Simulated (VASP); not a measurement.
# Settings for Au: band structure

Au, P6_3/mmc (no. 194), 2 atoms in the cell. LDA, spin-orbit coupling; PAW potentials Au (LDA set). VASP 6.6.1.

Wanted: band energies at the path's corners within 0.02 eV.

What the run is for: bands; Accuracy asked: standard; Route: KPOINTS_OPT.

Band energies at the path's corners: counted from the Fermi level of the mesh, whose own shifts they hold.

POSCAR:
```
Au
1.0
    2.9000000000      0.0000000000      0.0000000000
   -1.4500000000      2.5114736710      0.0000000000
    0.0000000000      0.0000000000      4.8800000000
Au
2
Direct
    0.6666666667      0.3333333333      0.2500000000
    0.3333333333      0.6666666667      0.7500000000
```

The series start from Plane-wave cutoff (eV): 260; Smearing width (eV): 0.1; k-point mesh: 12 × 12 × 6; Electronic threshold (eV): 1e-6; Precision mode (PREC): Accurate; Bands in all (NBANDS): 52; Highest l that the mixer handles (LMAXMIX): 4. Each series keeps the choices made before it, and each single choice may use up half of a tolerance.

## Plane-wave cutoff (eV)

| Plane-wave cutoff (eV) | Band energies at the path's corners, largest deviation (eV) | Time (s) |
|---|---|---|
| 180 | 0.134 | 31 |
| 230 | 0.006 | 32 |
| 260 | 0.009 | 48 |
| 300 | 0.006 | 46 |
| 370 | 0.001 | 63 |
| 460 (reference) | 0.000 | 88 |

## Smearing width (eV)

| Smearing width (eV) | Band energies at the path's corners, largest deviation (eV) | Time (s) |
|---|---|---|
| 0.4 | 0.019 | 30 |
| 0.3 | 0.013 | 30 |
| 0.2 | 0.008 | 31 |
| 0.15 | 0.005 | 31 |
| 0.1 | 0.002 | 32 |
| 0.05 (reference) | 0.000 | 30 |

## k-point mesh

| k-point mesh | Band energies at the path's corners, largest deviation (eV) | Time (s) |
|---|---|---|
| 5 × 5 × 3 | 0.462 | 16 |
| 6 × 6 × 3 | 0.075 | 16 |
| 8 × 8 × 4 | 0.063 | 19 |
| 9 × 9 × 5 | 0.081 | 19 |
| 12 × 12 × 6 | 0.039 | 31 |
| 14 × 14 × 8 | 0.058 | 35 |
| 17 × 17 × 9 (reference) | 0.000 | 43 |

## Electronic threshold (eV)

| Electronic threshold (eV) | Band energies at the path's corners, largest deviation (eV) | Time (s) |
|---|---|---|
| 0.001 | 0.001 | 40 |
| 0.0001 | 0.000 | 44 |
| 1e-5 | 0.000 | 45 |
| 1e-6 | 0.000 | 43 |
| 1e-7 (reference) | 0.000 | 54 |

## Precision mode (PREC)

| Precision mode (PREC) | Band energies at the path's corners, largest deviation (eV) | Time (s) |
|---|---|---|
| SingleN | 0.000 | 28 |
| Normal | 0.001 | 28 |
| Accurate (reference) | 0.000 | 40 |

## Bands in all (NBANDS)

| Bands in all (NBANDS) | Band energies at the path's corners, largest deviation (eV) | Time (s) |
|---|---|---|
| 32 | 0.000 | 17 |
| 34 | 0.000 | 19 |
| 36 | 0.000 | 20 |
| 40 | 0.000 | 23 |
| 52 | 0.000 | 28 |
| 72 (reference) | 0.000 | 42 |

## Highest l that the mixer handles (LMAXMIX)

| Highest l that the mixer handles (LMAXMIX) | Band energies at the path's corners, largest deviation (eV) | Time (s) |
|---|---|---|
| 4 | 0.000 | 17 |
| 2 | 0.001 | 16 |
| 6 | 0.000 | 17 |

## Question

The rows run from the loosest to the tightest (no order: highest l that the mixer handles). For each series: choose the loosest value from which every tighter one stays within half of the tolerance; where there is no order, keep the first row unless others stay within half of the tolerance and take at least 30 % less time, and then take the fastest.

## Answer

- Plane-wave cutoff (eV): 230
- Smearing width (eV): 0.2
- k-point mesh: 17 × 17 × 9, the tightest run, since the next looser one is off by more than half of the tolerance (convergence isn't shown beyond it)
- Electronic threshold (eV): 0.001
- Precision mode (PREC): SingleN
- Bands in all (NBANDS): 32
- Highest l that the mixer handles (LMAXMIX): 4

## All choices together

| Input | Band energies at the path's corners, largest deviation (eV) | Time (s) |
|---|---|---|
| the program's defaults (naive) | 0.090 | 10 |
| chosen settings | 0.020 | 17 |
| reference settings throughout | 0.000 | 218 |

The chosen settings stay within the tolerance of the reference run, but the reference itself isn't shown to be converged in: k-point mesh.

## The input

INCAR:
```
ALGO = Normal
EDIFF = 0.001
ENCUT = 230
GGA = CA
GGA_COMPAT = False
ISMEAR = 2
KPAR = 2
LASPH = True
LCHARG = False
LMAXMIX = 4
LORBIT = 11
LREAL = False
LSORBIT = True
LWAVE = False
MAGMOM = 0 0 0 0 0 0
NBANDS = 32
NELM = 200
PREC = SingleN
SIGMA = 0.2
```

KPOINTS:
```
Automatic mesh
0
Gamma
  17 17 9
  0 0 0
```

KPOINTS_OPT:
```
path GMKGALHA,LM,KH
12
line-mode
reciprocal
 0.0000000000  0.0000000000  0.0000000000  G
 0.5000000000  0.0000000000  0.0000000000  M

 0.5000000000  0.0000000000  0.0000000000  M
 0.3333333333  0.3333333333  0.0000000000  K

 0.3333333333  0.3333333333  0.0000000000  K
 0.0000000000  0.0000000000  0.0000000000  G

 0.0000000000  0.0000000000  0.0000000000  G
 0.0000000000  0.0000000000  0.5000000000  A

 0.0000000000  0.0000000000  0.5000000000  A
 0.5000000000  0.0000000000  0.5000000000  L

 0.5000000000  0.0000000000  0.5000000000  L
 0.3333333333  0.3333333333  0.5000000000  H

 0.3333333333  0.3333333333  0.5000000000  H
 0.0000000000  0.0000000000  0.5000000000  A

 0.5000000000  0.0000000000  0.5000000000  L
 0.5000000000  0.0000000000  0.0000000000  M

 0.3333333333  0.3333333333  0.0000000000  K
 0.3333333333  0.3333333333  0.5000000000  H
```

Commands:
```
cat potpaw_LDA.64/Au/POTCAR > POTCAR
mpirun -np 2 vasp_ncl > vasp.out
```

The chosen input took VASP 6.6.1 17 s on 2 cores (AMD EPYC 9R45 (Zen 5)), a shared host.

## An input that fails: fixed density asked without a density file

VASP's message: ERROR: charge density could not be read from file CHGCAR for ICHARG>10.

Changes against the starting input:
```
- NELM = 200
+ NELM = 63
+ ICHARG = 11
```
